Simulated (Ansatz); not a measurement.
From a trial cell to the properties of SiSe2

Method: PBE, scalar-relativistic; no spin polarisation; PAW, 420 eV, Γ-centred 6×6×6 mesh, 0.05 eV Gaussian smearing; code Ansatz. The datasets are Ansatz's generated set soft_2.

The chain of runs began from a cell as deposited in COD, expanded in volume. The relaxation kept the space group but changed the cell's proportions, one axis by 6 % at equal volume, so the results may not describe the measured structure. The database's entry of this formula in the relaxed cell's space group, Ibam, has axes of 5.851 × 5.998 × 9.669 Å and 28.28 Å³/atom (1982), the relaxed one 5.933 × 6.701 × 11.193 Å and 37.08.

The start:

```cif
data_structure
_symmetry_space_group_name_H-M 'P 1'
_symmetry_Int_Tables_number 1
_cell_length_a 6.4400
_cell_length_b 6.4400
_cell_length_c 6.4400
_cell_angle_alpha 126.680
_cell_angle_beta 123.967
_cell_angle_gamma 81.021
_cell_volume 171.19
loop_
_atom_site_label
_atom_site_type_symbol
_atom_site_fract_x
_atom_site_fract_y
_atom_site_fract_z
_atom_site_occupancy
Si1 Si 0.25000 0.25000 0.00000 1
Si2 Si 0.75000 0.75000 0.00000 1
Se1 Se 0.12100 0.79800 0.91900 1
Se2 Se 0.87900 0.20200 0.08100 1
Se3 Se 0.62100 0.70200 0.32300 1
Se4 Se 0.37900 0.29800 0.67700 1
```

The runs in order:

```csv
run,level,k-mesh,kind,V (Å³/atom),P (GPa),E − E(final) (meV/atom),gap on the mesh (eV)
1,PBE,8×8×8,cell and atoms relaxed,37.08,0.0,0.0,2.22
2,PBE,6×6×6,cell and atoms relaxed,37.08,0.0,0.0,2.26
```

Cell and atoms are those of this level's equilibrium.

The final structure (symmetry read at 0.01 Å). The structure is orthorhombic, space group Ibam (No. 72). Conventional cell: a = 6.701 Å, b = 11.193 Å, c = 5.933 Å, α = 90.00°, β = 90.00°, γ = 90.00°. Si (site symmetry 222) is surrounded by 4 Se at 2.30 Å. Se (site symmetry m) is surrounded by 2 Si at 2.30 Å. (Shells end 15 % past the nearest neighbour.)

| atom | site | symmetry | x | y | z |
| --- | --- | --- | --- | --- | --- |
| Si | 4a | 222 | 0.0000 | 0.0000 | 0.2500 |
| Se | 8j | ..m | 0.3125 | 0.6101 | 0.5000 |

At the final geometry the gap, band path included, is 2.22 eV. Against the elements' standard states, run alike and uncorrected, the formation energy is -0.46 eV/atom. The runs in the table took roughly 40 core-minutes.

**Why it comes out so.**

Within 0.6 eV of the edges the projected states are 100 % Se 4p at the top of the valence band and 53 % Se 4p at the bottom of the conduction band. 

Kohn–Sham gaps of semilocal functionals lie under measured ones, often by a third or more. The structure is built of weakly bound chains, and this functional has no dispersion term, so their spacing and all that hangs on it (volume, the soft elastic constants, low modes, dielectric constants) are poorly given.
